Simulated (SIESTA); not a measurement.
## Tl in SIESTA: convergence with EnergyShift

Tl:

```
CELL_PARAMETERS angstrom
3.45600 0.00000 0.00000
-1.72800 2.99298 0.00000
0.00000 0.00000 5.52500
ATOMIC_POSITIONS crystal
Tl 0.66750 0.31964 0.74125
Tl 0.32903 0.66275 0.24287
```

The cell isn't the ideal one: atoms moved at random, drawn with an rms of 0.05 Å.

```yaml
Program: SIESTA 5.4.2
Task: single point
Functional: PBE
Potentials_or_basis: PseudoDojo 0.4 standard (PBE files)
Basis: DZP (energy shift 0.05 Ry)
Grid_cutoff: 500 Ry
Energy_shift: 0.05 Ry
k_mesh: 7 × 7 × 4
Occupations: fermi-dirac, width 0.05 eV
Spin: no spin polarisation
```

These are the settings of the first run; the series varies EnergyShift, with any setting tied to it.

Hardware: 1 thread of Arm Neoverse V2, on a shared host.

```tsv
EnergyShift	energy less the tightest run, at zero smearing (meV/atom)	pressure (GPa)	largest force (eV/Å)	SCF cycles	CPU time (s)	peak memory (GiB)
0.05	3341.24	-8.03	0.010	10	12	0.2
0.03	1899.73	1.85	0.059	10	17	0.23
0.02	1298.17	5.22	0.011	9	22	0.25
0.01	647.24	3.16	0.005	9	35	0.29
0.005	297.53	3.34	0.011	9	57	0.34
0.003	144.83	3.39	0.015	8	57	0.35
0.002	72.61	3.46	0.014	8	58	0.35
0.001	0.00	3.41	0.014	8	60	0.36
```

Against the tightest run, the pressure stays within 0.1 GPa from 0.005 on; the largest force stays within 0.005 eV/Å from 0.005 on. Not settled before the last step: the energy (to 1 meV/atom). The tightest run that finished is the yardstick and may itself not be fully converged.

Caveat, for the tightest run too: semicore shells carry a single zeta, which can move pressures by several GPa and volumes by a few percent; the basis of atomic orbitals isn't converged, which shifts pressures, moduli and gaps. The run has no spin-orbit coupling, so splittings on Tl are missing.
